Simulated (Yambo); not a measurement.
# GaP (F-43m) in Yambo: notebook

The runs below take GaP through energy-loss spectrum, with PBE.

All numbers are computed with Yambo 5.3.0; they aren't measurements. Logs are shortened: lines on timing, memory, paths and dates and some standing lists are left out, and cuts for length are marked.

**The experiment to reproduce.**

“Stacking defects in GaP nanowires: Electronic structure and optical properties”, 2018, arxiv:1810.01194 quotes, for a bulk crystal of GaP at 10 K: band gap 2.34 eV (indirect).

The results are compared with them further down.

## (1) The crystal as given

Symmetry: F-43m, No. 216, cubic system. The conventional cell has a = 5.451 Å, b = 5.451 Å, c = 5.451 Å, α = 90.00°, β = 90.00°, γ = 90.00°. Ga (site symmetry -43m) is surrounded by 4 P at 2.36 Å. P (site symmetry -43m) has 4 Ga at 2.36 Å as nearest neighbours.

## (2) Energy-loss spectrum, PBE

eels2.in

```
optics
chi
Chimod= "HARTREE"
% BndsRnXd
 1 | 39 |
%
NGsBlkXd= 3 Ry
% LongDrXd
 1 | 1 | 1 |
%
% QpntsRXd
 4 | 4 |
%
% EnRngeXd
 0 | 50 | eV
%
% DmRngeXd
 0.3 | 0.3 | eV
%
ETStpsXd= 250
```

scf.in

```
&CONTROL
  calculation = 'scf'
  prefix = 'pwscf'
  outdir = './tmp'
  pseudo_dir = './pseudo'
/
&SYSTEM
  ibrav = 0
  nat = 2
  ntyp = 2
  ecutwfc = 80
  nbnd = 15
  occupations = 'smearing'
  smearing = 'fd'
  degauss = 0.00367493
  force_symmorphic = .true.
/
&ELECTRONS
  conv_thr = 4d-10
  electron_maxstep = 120
  mixing_beta = 0.5
/
ATOMIC_SPECIES
Ga    69.7230 Ga.upf
P     30.9738 P.upf
CELL_PARAMETERS angstrom
   0.0000000000    2.7252500000    2.7252500000
   2.7252500000    0.0000000000    2.7252500000
   2.7252500000    2.7252500000    0.0000000000
ATOMIC_POSITIONS crystal
Ga     0.0000000000    0.0000000000    0.0000000000
P      0.7500000000    0.7500000000    0.7500000000
K_POINTS automatic
12 12 12 0 0 0
```

nscf.in

```
&CONTROL
  calculation = 'nscf'
  prefix = 'pwscf'
  outdir = './tmp'
  pseudo_dir = './pseudo'
/
&SYSTEM
  ibrav = 0
  nat = 2
  ntyp = 2
  ecutwfc = 80
  nbnd = 39
  occupations = 'fixed'
  force_symmorphic = .true.
/
&ELECTRONS
  conv_thr = 1d-08
  diago_full_acc = .true.
  diago_thr_init = 1d-06
/
ATOMIC_SPECIES
Ga    69.7230 Ga.upf
P     30.9738 P.upf
CELL_PARAMETERS angstrom
   0.0000000000    2.7252500000    2.7252500000
   2.7252500000    0.0000000000    2.7252500000
   2.7252500000    2.7252500000    0.0000000000
ATOMIC_POSITIONS crystal
Ga     0.0000000000    0.0000000000    0.0000000000
P      0.7500000000    0.7500000000    0.7500000000
K_POINTS automatic
12 12 12 0 0 0
```

Potentials or basis: PseudoDojo 0.4.1 SR PBE standard.

Command:

```console
$ OMP_NUM_THREADS=1 pw.x -in scf.in > scf.out
$ OMP_NUM_THREADS=1 pw.x -in nscf.in > nscf.out
$ cd tmp/pwscf.save; p2y; mv SAVE ../..; cd ../..
$ OMP_NUM_THREADS=1 yambo
$ OMP_NUM_THREADS=1 yambo -F eels2.in -J eels2 -C eels2_out
```

Yambo's report:

```text
[... sections 02.01 to 02.04 as in the set-up run ...]

  [02.05] Energies & Occupations
  ==============================

  [X] === General ===
  [X] Electronic Temperature                        :  0.000000  0.000000 [eV K]
  [X] Bosonic    Temperature                        :  0.000000  0.000000 [eV K]
  [X] Finite Temperature mode                       : no
  [X] El. density                                   :  0.44466E+24 [cm-3]
  [X] Fermi Level                                   :  7.611530 [eV]

  [X] === Gaps and Widths ===
  [X] Conduction Band Min                           :  1.596206 [eV]
  [X] Valence Band Max                              :  0.000000 [eV]
  [X] Filled Bands                                  :   9
  [X] Empty Bands                                   :   10   39
  [X] Direct Gap                                    :  1.818640 [eV]
  [X] Direct Gap localized at k                     :  1
  [X] Indirect Gap                                  :  1.596206 [eV]
  [X] Indirect Gap between kpts                     :    1   40
  [X] Last valence band width                       :  3.416667 [eV]
  [X] 1st conduction band width                     :  3.108478 [eV]

 [03] Transferred momenta grid and indexing
 ==========================================

 IBZ Q-points                                      :   72
 BZ  Q-points                                      :  1728

 K/Q-points units:
 rlu = crystal or reduced units; cc = cartesian coordinates; iku = interal k-units

 Q [ 1]         [rlu]:  0.000000  0.000000  0.000000
 Q [ 2]         [rlu]:  0.12588E-17  0.12588E-17  0.83333E-01
 Q [ 3]         [rlu]:  0.25176E-17  0.25176E-17  0.16667
 Q [ 4]         [rlu]: -0.25926E-17 -0.25926E-17  0.25000
 Q [ 5]         [rlu]:  0.50351E-17  0.50351E-17  0.33333
 Q [ 6]         [rlu]:  0.55436E-16 -0.75090E-19  0.41667
 Q [ 7]         [rlu]:  0.51853E-17  0.51853E-17 -0.50000
 Q [ 8]         [rlu]: -0.57507E-18  0.83333E-01  0.83333E-01
 Q [ 9]         [rlu]:  0.12634E-16  0.83333E-01  0.16667
 Q [10]         [rlu]:  0.13892E-16  0.83333E-01  0.25000
 Q [11]         [rlu]: -0.25926E-17  0.83333E-01  0.33333
 Q [12]         [rlu]:  0.23089E-17  0.83333E-01  0.41667
 Q [13]         [rlu]: -0.75090E-19  0.83333E-01  0.50000
 Q [14]         [rlu]: -0.25468E-17  0.83333E-01 -0.41667
 Q [15]         [rlu]: -0.99367E-17  0.83333E-01 -0.33333
[... 33 lines left out ...]
 Q [49]         [rlu]:  0.083333  0.250000  0.333333
 Q [50]         [rlu]:  0.083333  0.250000  0.416667

 Remaining 22 points informations can be written running with -fatlog

 [04] Optics
 ===========

 [WF-X loader] Normalization (few states)  min/max  :  0.23411E-16   1.0000

 [X-CG] R(p) Tot o/o(of R):    57776   466560      100
```

Wall time 23 min (1 thread of Intel Xeon at 2.50GHz (Skylake/Cascade Lake), shared host); peak memory 0.88 GiB.

What came out:

```yaml
Band_gap_on_the_k_mesh_mean-field_level: 1.60 eV, indirect (least direct gap 1.82 eV)
Peak_of_the_energy-loss_function: 16.7 eV
```

Energy-loss function at q = [0.0, 0.0, 0.25] (reciprocal lattice):
```json
{"energy (eV)": "0.0", "loss": "0.007"}
{"energy (eV)": "2.2", "loss": "0.009"}
{"energy (eV)": "4.4", "loss": "0.043"}
{"energy (eV)": "6.4", "loss": "0.095"}
{"energy (eV)": "8.6", "loss": "0.191"}
{"energy (eV)": "10.8", "loss": "0.346"}
{"energy (eV)": "13.1", "loss": "0.701"}
{"energy (eV)": "15.3", "loss": "1.550"}
{"energy (eV)": "17.5", "loss": "1.972"}
{"energy (eV)": "19.5", "loss": "1.636"}
{"energy (eV)": "21.7", "loss": "1.017"}
{"energy (eV)": "23.9", "loss": "0.598"}
{"energy (eV)": "26.1", "loss": "0.394"}
{"energy (eV)": "28.3", "loss": "0.325"}
{"energy (eV)": "30.5", "loss": "0.249"}
{"energy (eV)": "32.5", "loss": "0.217"}
{"energy (eV)": "34.7", "loss": "0.166"}
{"energy (eV)": "36.9", "loss": "0.147"}
{"energy (eV)": "39.2", "loss": "0.163"}
{"energy (eV)": "41.4", "loss": "0.119"}
{"energy (eV)": "43.6", "loss": "0.128"}
{"energy (eV)": "45.6", "loss": "0.192"}
{"energy (eV)": "47.8", "loss": "0.156"}
{"energy (eV)": "50.0", "loss": "0.142"}
```

## (3) Energy-loss spectrum, PBE

eels3.in

```
optics
chi
Chimod= "HARTREE"
% BndsRnXd
 1 | 39 |
%
NGsBlkXd= 3 Ry
% LongDrXd
 1 | 1 | 1 |
%
% QpntsRXd
 5 | 5 |
%
% EnRngeXd
 0 | 50 | eV
%
% DmRngeXd
 0.3 | 0.3 | eV
%
ETStpsXd= 250
```

scf.in is that of step 2.

nscf.in is that of step 2.

Potentials or basis: PseudoDojo 0.4.1 SR PBE standard.

Command:

```console
$ OMP_NUM_THREADS=1 pw.x -in scf.in > scf.out
$ OMP_NUM_THREADS=1 pw.x -in nscf.in > nscf.out
$ cd tmp/pwscf.save; p2y; mv SAVE ../..; cd ../..
$ OMP_NUM_THREADS=1 yambo
$ OMP_NUM_THREADS=1 yambo -F eels3.in -J eels3 -C eels3_out
```

Yambo's report:

```text
[... sections 02.01 to 02.04 as in the set-up run ...]

  [02.05] Energies & Occupations
  ==============================

  [X] === General ===
  [X] Electronic Temperature                        :  0.000000  0.000000 [eV K]
  [X] Bosonic    Temperature                        :  0.000000  0.000000 [eV K]
  [X] Finite Temperature mode                       : no
  [X] El. density                                   :  0.44466E+24 [cm-3]
  [X] Fermi Level                                   :  7.611530 [eV]

  [X] === Gaps and Widths ===
  [X] Conduction Band Min                           :  1.596206 [eV]
  [X] Valence Band Max                              :  0.000000 [eV]
  [X] Filled Bands                                  :   9
  [X] Empty Bands                                   :   10   39
  [X] Direct Gap                                    :  1.818640 [eV]
  [X] Direct Gap localized at k                     :  1
  [X] Indirect Gap                                  :  1.596206 [eV]
  [X] Indirect Gap between kpts                     :    1   40
  [X] Last valence band width                       :  3.416667 [eV]
  [X] 1st conduction band width                     :  3.108478 [eV]

 [03] Transferred momenta grid and indexing
 ==========================================

 IBZ Q-points                                      :   72
 BZ  Q-points                                      :  1728

 K/Q-points units:
 rlu = crystal or reduced units; cc = cartesian coordinates; iku = interal k-units

 Q [ 1]         [rlu]:  0.000000  0.000000  0.000000
 Q [ 2]         [rlu]:  0.12588E-17  0.12588E-17  0.83333E-01
 Q [ 3]         [rlu]:  0.25176E-17  0.25176E-17  0.16667
 Q [ 4]         [rlu]: -0.25926E-17 -0.25926E-17  0.25000
 Q [ 5]         [rlu]:  0.50351E-17  0.50351E-17  0.33333
 Q [ 6]         [rlu]:  0.55436E-16 -0.75090E-19  0.41667
 Q [ 7]         [rlu]:  0.51853E-17  0.51853E-17 -0.50000
 Q [ 8]         [rlu]: -0.57507E-18  0.83333E-01  0.83333E-01
 Q [ 9]         [rlu]:  0.12634E-16  0.83333E-01  0.16667
 Q [10]         [rlu]:  0.13892E-16  0.83333E-01  0.25000
 Q [11]         [rlu]: -0.25926E-17  0.83333E-01  0.33333
 Q [12]         [rlu]:  0.23089E-17  0.83333E-01  0.41667
 Q [13]         [rlu]: -0.75090E-19  0.83333E-01  0.50000
 Q [14]         [rlu]: -0.25468E-17  0.83333E-01 -0.41667
 Q [15]         [rlu]: -0.99367E-17  0.83333E-01 -0.33333
[... 33 lines left out ...]
 Q [49]         [rlu]:  0.083333  0.250000  0.333333
 Q [50]         [rlu]:  0.083333  0.250000  0.416667

 Remaining 22 points informations can be written running with -fatlog

 [04] Optics
 ===========

 [WF-X loader] Normalization (few states)  min/max  :  0.23411E-16   1.0000

 [X-CG] R(p) Tot o/o(of R):    58046   466560      100
```

o-eels3.eel_q5_inv_rpa_dyson:

```text
# Electron Energy Loss @ Q(5):  0.166666667     0.166666667    -0.166666667    [iku]
#
# [ X ] Hartree size                              :   51
# [GEN] GF Energies                               : Perdew, Burke & Ernzerhof(X)+Perdew, Burke & Ernzerhof(C)
# [GEN] Green`s Function                          : T-ordered
#
#    E[1] [eV]          Im(eel)            Re(eel)            Im(eel_o)          Re(eel_o)
#
        0.000000           0.006788          -0.239991           0.006872          -0.211648
        0.200803           0.006801          -0.239851           0.006884          -0.211507
        0.401606           0.006840          -0.239429           0.006922          -0.211084
        0.602410           0.006905          -0.238722           0.006987          -0.210376
        0.803213           0.007000          -0.237725           0.007080          -0.209377
        1.004016           0.007127          -0.236428           0.007205          -0.208078
[... 242 lines left out ...]
        49.79920           0.133395          -1.138795           0.114599          -1.180788
        50.00000           0.139668          -1.133812           0.119448          -1.182252
#
```

Wall time 21 min (1 thread of Intel Xeon at 2.50GHz (Skylake/Cascade Lake), shared host); peak memory 0.88 GiB.

What came out:

| Item | Value |
| --- | --- |
| Band gap on the k mesh, mean-field level | 1.60 eV, indirect (least direct gap 1.82 eV) |
| Peak of the energy-loss function | 18.1 eV |

Energy-loss function at q = [0.0, 0.0, 0.33333] (reciprocal lattice):
```tsv
energy (eV)	loss
0.0	0.007
2.2	0.009
4.4	0.035
6.4	0.082
8.6	0.177
10.8	0.331
13.1	0.599
15.3	1.122
17.5	1.748
19.5	1.781
21.7	1.190
23.9	0.696
26.1	0.425
28.3	0.350
30.5	0.262
32.5	0.225
34.7	0.169
36.9	0.149
39.2	0.166
41.4	0.119
43.6	0.129
45.6	0.190
47.8	0.152
50.0	0.140
```

## (4) Energy-loss spectrum, PBE

eels4.in

```
optics
chi
Chimod= "HARTREE"
% BndsRnXd
 1 | 39 |
%
NGsBlkXd= 3 Ry
% LongDrXd
 1 | 1 | 1 |
%
% QpntsRXd
 6 | 6 |
%
% EnRngeXd
 0 | 50 | eV
%
% DmRngeXd
 0.3 | 0.3 | eV
%
ETStpsXd= 250
```

scf.in is that of step 3.

nscf.in is that of step 3.

Potentials or basis: PseudoDojo 0.4.1 SR PBE standard.

Command:

```console
$ OMP_NUM_THREADS=1 pw.x -in scf.in > scf.out
$ OMP_NUM_THREADS=1 pw.x -in nscf.in > nscf.out
$ cd tmp/pwscf.save; p2y; mv SAVE ../..; cd ../..
$ OMP_NUM_THREADS=1 yambo
$ OMP_NUM_THREADS=1 yambo -F eels4.in -J eels4 -C eels4_out
```

Yambo's report:

```text
[... sections 02.01 to 02.04 as in the set-up run ...]

  [02.05] Energies & Occupations
  ==============================

  [X] === General ===
  [X] Electronic Temperature                        :  0.000000  0.000000 [eV K]
  [X] Bosonic    Temperature                        :  0.000000  0.000000 [eV K]
  [X] Finite Temperature mode                       : no
  [X] El. density                                   :  0.44466E+24 [cm-3]
  [X] Fermi Level                                   :  7.611530 [eV]

  [X] === Gaps and Widths ===
  [X] Conduction Band Min                           :  1.596206 [eV]
  [X] Valence Band Max                              :  0.000000 [eV]
  [X] Filled Bands                                  :   9
  [X] Empty Bands                                   :   10   39
  [X] Direct Gap                                    :  1.818640 [eV]
  [X] Direct Gap localized at k                     :  1
  [X] Indirect Gap                                  :  1.596206 [eV]
  [X] Indirect Gap between kpts                     :    1   40
  [X] Last valence band width                       :  3.416667 [eV]
  [X] 1st conduction band width                     :  3.108478 [eV]

 [03] Transferred momenta grid and indexing
 ==========================================

 IBZ Q-points                                      :   72
 BZ  Q-points                                      :  1728

 K/Q-points units:
 rlu = crystal or reduced units; cc = cartesian coordinates; iku = interal k-units

 Q [ 1]         [rlu]:  0.000000  0.000000  0.000000
 Q [ 2]         [rlu]:  0.12588E-17  0.12588E-17  0.83333E-01
 Q [ 3]         [rlu]:  0.25176E-17  0.25176E-17  0.16667
 Q [ 4]         [rlu]: -0.25926E-17 -0.25926E-17  0.25000
 Q [ 5]         [rlu]:  0.50351E-17  0.50351E-17  0.33333
 Q [ 6]         [rlu]:  0.55436E-16 -0.75090E-19  0.41667
 Q [ 7]         [rlu]:  0.51853E-17  0.51853E-17 -0.50000
 Q [ 8]         [rlu]: -0.57507E-18  0.83333E-01  0.83333E-01
 Q [ 9]         [rlu]:  0.12634E-16  0.83333E-01  0.16667
 Q [10]         [rlu]:  0.13892E-16  0.83333E-01  0.25000
 Q [11]         [rlu]: -0.25926E-17  0.83333E-01  0.33333
 Q [12]         [rlu]:  0.23089E-17  0.83333E-01  0.41667
 Q [13]         [rlu]: -0.75090E-19  0.83333E-01  0.50000
 Q [14]         [rlu]: -0.25468E-17  0.83333E-01 -0.41667
 Q [15]         [rlu]: -0.99367E-17  0.83333E-01 -0.33333
 Q [16]         [rlu]: -0.50351E-17  0.83333E-01 -0.25000
 Q [17]         [rlu]:  0.25926E-17  0.83333E-01 -0.16667
 Q [18]         [rlu]: -0.25176E-17  0.83333E-01 -0.83333E-01
 Q [19]         [rlu]: -0.11501E-17  0.16667      0.16667
 Q [20]         [rlu]:  0.22075E-16  0.16667      0.25000
 Q [21]         [rlu]:  0.25267E-16  0.16667      0.33333
 Q [22]         [rlu]: -0.25926E-17  0.16667      0.41667
 Q [23]         [rlu]:  0.42802E-16  0.16667      0.50000
 Q [24]         [rlu]:  0.20307E-16  0.16667     -0.41667
 Q [25]         [rlu]:  0.51853E-17  0.16667     -0.33333
 Q [26]         [rlu]:  0.45574E-16  0.16667     -0.25000
 Q [27]         [rlu]: -0.50351E-17  0.16667     -0.16667
 Q [28]         [rlu]: -0.17252E-17  0.25000      0.25000
 Q [29]         [rlu]: -0.31772E-17  0.25000      0.33333
 Q [30]         [rlu]:  0.25176E-17  0.25000      0.41667
 Q [31]         [rlu]: -0.21476E-16  0.25000      0.50000
 Q [32]         [rlu]:  0.25417E-16  0.25000     -0.41667
 Q [33]         [rlu]:  0.10295E-16  0.25000     -0.33333
 Q [34]         [rlu]:  0.51853E-17  0.25000     -0.25000
 Q [35]         [rlu]: -0.23003E-17  0.33333      0.33333
 Q [36]         [rlu]:  0.57723E-18  0.33333      0.41667
 Q [37]         [rlu]:  0.10103E-15  0.33333      0.50000
 Q [38]         [rlu]: -0.31293E-18  0.33333      0.58333
 Q [39]         [rlu]: -0.10070E-16  0.33333     -0.33333
 Q [40]         [rlu]: -0.28753E-17  0.41667      0.41667
 Q [41]         [rlu]:  0.42099E-16  0.41667      0.50000
 Q [42]         [rlu]:  0.94656E-16  0.41667      0.58333
 Q [43]         [rlu]:  0.34504E-17 -0.50000     -0.50000
 Q [44]         [rlu]:  0.083333  0.166667  0.250000
 Q [45]         [rlu]:  0.083333  0.166667  0.333333
 Q [46]         [rlu]:  0.083333  0.166667  0.416667
 Q [47]         [rlu]:  0.083333  0.166667  0.500000
 Q [48]         [rlu]:  0.083333  0.166667 -0.416667
 Q [49]         [rlu]:  0.083333  0.250000  0.333333
 Q [50]         [rlu]:  0.083333  0.250000  0.416667

 Remaining 22 points informations can be written running with -fatlog

 [04] Optics
 ===========

 [WF-X loader] Normalization (few states)  min/max  :  0.23411E-16   1.0000

 [X-CG] R(p) Tot o/o(of R):    58166   466560      100
```

It took 20 min on 1 thread of Intel Xeon at 2.50GHz (Skylake/Cascade Lake), shared host; peak memory 0.88 GiB.

What came out:

```yaml
Band_gap_on_the_k_mesh_mean-field_level: 1.60 eV, indirect (least direct gap 1.82 eV)
Peak_of_the_energy-loss_function: 19.5 eV
```

Energy-loss function at q = [0.0, 0.0, 0.41667] (reciprocal lattice):
```json
{"energy (eV)": "0.0", "loss": "0.007"}
{"energy (eV)": "2.2", "loss": "0.009"}
{"energy (eV)": "4.4", "loss": "0.029"}
{"energy (eV)": "6.4", "loss": "0.078"}
{"energy (eV)": "8.6", "loss": "0.155"}
{"energy (eV)": "10.8", "loss": "0.265"}
{"energy (eV)": "13.1", "loss": "0.462"}
{"energy (eV)": "15.3", "loss": "0.831"}
{"energy (eV)": "17.5", "loss": "1.357"}
{"energy (eV)": "19.5", "loss": "1.699"}
{"energy (eV)": "21.7", "loss": "1.400"}
{"energy (eV)": "23.9", "loss": "0.841"}
{"energy (eV)": "26.1", "loss": "0.492"}
{"energy (eV)": "28.3", "loss": "0.391"}
{"energy (eV)": "30.5", "loss": "0.285"}
{"energy (eV)": "32.5", "loss": "0.238"}
{"energy (eV)": "34.7", "loss": "0.175"}
{"energy (eV)": "36.9", "loss": "0.153"}
{"energy (eV)": "39.2", "loss": "0.169"}
{"energy (eV)": "41.4", "loss": "0.123"}
{"energy (eV)": "43.6", "loss": "0.130"}
{"energy (eV)": "45.6", "loss": "0.188"}
{"energy (eV)": "47.8", "loss": "0.148"}
{"energy (eV)": "50.0", "loss": "0.138"}
```

[end of part 1 of 2]
